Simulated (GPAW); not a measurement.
Here is a GPAW 26.7.0 calculation.

The input run.py:

```python
from ase import Atoms
from ase.filters import FrechetCellFilter
from ase.io import write
from ase.optimize import BFGS
from ase.units import GPa
from gpaw import GPAW, PW, setup_paths

setup_paths.insert(0, '.')

atoms = Atoms(['Al'],
              cell=[[0.0, 2.024805, 2.024805],
                    [2.024805, 0.0, 2.024805],
                    [2.024805, 2.024805, 0.0]],
              scaled_positions=[[0.0, 0.0, 0.0]],
              pbc=True)

calc = GPAW(mode=PW(600),
            xc='PBEsol',
            kpts={'size': (11, 11, 11), 'gamma': True},
            occupations={'name': 'fermi-dirac', 'width': 0.05},
            nbands=7,
            convergence={'density': 1e-05, 'forces': 0.0001},
            maxiter=150,
            txt='gpaw.txt')
atoms.calc = calc
opt = BFGS(FrechetCellFilter(atoms, scalar_pressure=2 * GPa), trajectory='relax.traj', logfile='-')
done = opt.run(fmax=0.02, steps=60)
calc.write('gs.gpw')
write('result.traj', atoms)
print('Converged:', done)
print('Cell:', atoms.cell.cellpar().round(4))
print('Volume:', round(atoms.get_volume(), 4))
print(atoms.get_scaled_positions().round(5))
```

Potentials or basis: PAW data sets generated in the run's folder for this functional, pw.

Command:

```sh
$ gpaw-setup -f PBEsol Al
$ OMP_NUM_THREADS=1 python run.py
```

Estimate the relaxed cell.

a = 2.819 Å, b = 2.819 Å, c = 2.819 Å, α = 60.00°, β = 60.00°, γ = 60.00°.

Predict the relaxed volume.

15.85 Å³/atom.

Estimate the band gap on the k mesh.

none (metal or under the smearing width).

Final structure:
```
Al
1.0
     0.00000    1.99360    1.99360
     1.99360    0.00000    1.99360
     1.99360    1.99360    0.00000
Al
1
Direct
  0.00000 0.00000 0.00000
```

Caveat: later steps reuse the first step's grids.
